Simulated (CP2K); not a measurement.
Crystal: CuO (Tenorite).

```
CELL_PARAMETERS angstrom
2.90048 0.00000 0.00000
0.88113 2.76341 0.00000
-0.68631 -0.50152 5.05787
ATOMIC_POSITIONS crystal
Cu 0.50000 0.00000 0.50000
Cu 0.00000 0.50000 0.00000
O 0.41840 0.58160 0.75000
O 0.58160 0.41840 0.25000
```

Program: CP2K 2026.2. Alike in all runs: task band structure; no spin polarisation; cell as given; k mesh 10 × 10 × 5.

Problem. Order these runs on this cell by their pressure, lowest first.
A. level LDA; potentials or basis GTH_POTENTIALS Cu GTH-PADE-q11, O GTH-PADE-q6; TZVP-MOLOPT-PBE-GTH basis; smearing fermi-dirac 0.05 eV; EPS_DEFAULT 1.0E-9; points a segment of the path (NPOINTS) 6; bands added on the path 4
B. level PBEsol; potentials or basis POTENTIAL_UZH Cu GTH-PBE-q11, O GTH-PBE-q6; TZVP-MOLOPT-PBE-GTH basis; smearing fermi-dirac 0.01 eV; EPS_DEFAULT 1.0E-10; points a segment of the path (NPOINTS) 6; bands added on the path 6
C. level PBE; potentials or basis POTENTIAL_UZH Cu GTH-PBE-q11, O GTH-PBE-q6; TZVP-MOLOPT-PBE-GTH basis; smearing fermi-dirac 0.05 eV; EPS_DEFAULT 1.0E-10; points a segment of the path (NPOINTS) 10; bands added on the path 6

Solution. A (-6.1 GPa), B (1.1 GPa), C (8.9 GPa).

Caveats: the basis of atomic orbitals isn't converged, which shifts pressures, moduli and gaps; the run has no spin polarisation, though such a crystal can be magnetic; the potentials were made for another functional, which shifts forces and pressure (some runs).

Not every run made on this cell is shown here.
